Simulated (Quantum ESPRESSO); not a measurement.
SrO under changes of volume

One of the cells (16.901 Å³/atom); the others are scaled copies at fixed shape and fractional positions:

```xyz
2
Lattice="0.0000 2.5663 2.5663 2.5663 0.0000 2.5663 2.5663 2.5663 0.0000" Properties=species:S:1:pos:R:3 pbc="T T T"
Sr    2.5663    2.5663    2.5663
O     0.0000    0.0000    0.0000
```

| Quantity | Value |
| --- | --- |
| Program | Quantum ESPRESSO 7.5 |
| Functional | r2SCAN |
| Potentials or basis | SG15 PBE 1.2 |
| Cutoff | 1197 eV |
| Density cutoff | 4789 eV |
| k mesh | 7 × 7 × 7 |
| Occupations | fermi-dirac, width 0.05 eV |
| Spin | no spin polarisation |

| volume (Å³/atom) | energy over the lowest point (meV/atom) | pressure (GPa) | gap on the mesh (eV) |
| --- | --- | --- | --- |
| 15.887 | 30.32 | 8.4 | 3.89 |
| 16.225 | ? | ? | ? |
| 16.563 | 5.78 | 3.4 | 3.91 |
| 16.901 | 0.79 | 1.3 | 3.92 |
| 17.239 | 0.00 | -0.6 | 3.93 |
| 17.577 | 2.98 | -2.3 | 3.93 |
| 17.915 | 9.33 | -3.8 | 3.93 |

Problem. What does the run at 16.225 Å³/atom give?

Solution. Energy over the lowest point 15.44 meV/atom; pressure 5.8 GPa; gap on the mesh 3.90 eV.

Worked out: A Birch-Murnaghan fit of order 3 (a polynomial in V^(-2/3)) to the other rows has its minimum at 17.14 Å³/atom with B0 = V·E''(V) = 93 GPa and B' = 4.5. It gives 15.44 meV/atom at 16.225 Å³/atom, against the run's 15.44, and -dE/dV = 5.8 GPa, against 5.8. A straight line through the other rows of the gap, of slope 0.352 eV per unit of ln V, gives 3.90 eV, against the run's 3.90.

Energies are extrapolated to zero smearing.

Caveats: the potentials were made for another functional, which shifts forces and pressure; an odd mesh through Γ misses points on the zone boundary, where band edges often lie. Spin-orbit coupling on Sr is left out.
